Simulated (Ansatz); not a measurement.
# P: the cost of one run

Method: DFT PBEsol, scalar-relativistic, plane waves, PAW, in Ansatz 0.2.0.

## (1) The system as given

The structure is orthorhombic, space group Pmna (No. 53). The conventional cell has a = 3.284 Å, b = 34.857 Å, c = 4.632 Å, α = 90.00°, β = 90.00°, γ = 90.00°. P (site symmetry m) has 3 P at 2.20 to 2.24 Å as nearest neighbours.

Structure file:

```
CELL_PARAMETERS angstrom
3.28373 0.00000 0.00000
0.00000 34.85703 0.00000
0.00000 0.00000 4.63208
ATOMIC_POSITIONS crystal
P 0.00000 0.97026 0.59215
P 0.00000 0.02974 0.40785
P 0.50000 0.02974 0.09215
P 0.50000 0.97026 0.90785
```

It goes back to an entry of the Materials Project, which need not be the stable form.

No relaxation comes first: the listed cell is the starting point.

## (2) The reference cell

The reference gives a free energy of -2959.8989 eV, pressure -0.02 GPa, largest force 0.270 eV/Å and gap on the mesh 0.88 eV. It was computed beforehand with the settings of the runs below.

## (3) The scan: random displacements

All atoms are moved at random with no net shift, in some cells together with a random strain.

## (4) At rms move = 0.045 Å

The input, input.yaml:

```yaml
crystal:
  lattice:
    - [3.35184597, -0.0367050223, -0.0175781964]
    - [-0.3896267323, 34.6236991493, -0.4183736971]
    - [-0.0247961165, -0.0555968868, 4.6919704482]
  atoms:
    - { symbol: P, position: [0.0041543812, 0.9701631862, 0.6012185407] }
    - { symbol: P, position: [0.010173823, 0.0302071714, 0.4013975024] }
    - { symbol: P, position: [0.485302213, 0.0300224555, 0.086372068] }
    - { symbol: P, position: [0.5003695828, 0.9696071868, 0.9110118888] }
basis:
  ecutwfc: 420
kpoints:
  mp_grid: { grid: [8, 1, 6] }
hamiltonian:
  xc: pbesol
scf:
  occupations: { method: gaussian, width: 0.05 }
output:
  forces: true
  stress: true
  eigenvalues: true
```

Run with:

```
ansatz run input.yaml --threads 1 --pin off --max-ram 2560MiB --backend cpu --events-out ev --progress --plain --runs-dir out
```

**Question.** How long does this run take on 1 thread of Arm Neoverse V1, shared host, and how much memory does it need?

About 19 s, with a peak of 0.57 GiB.
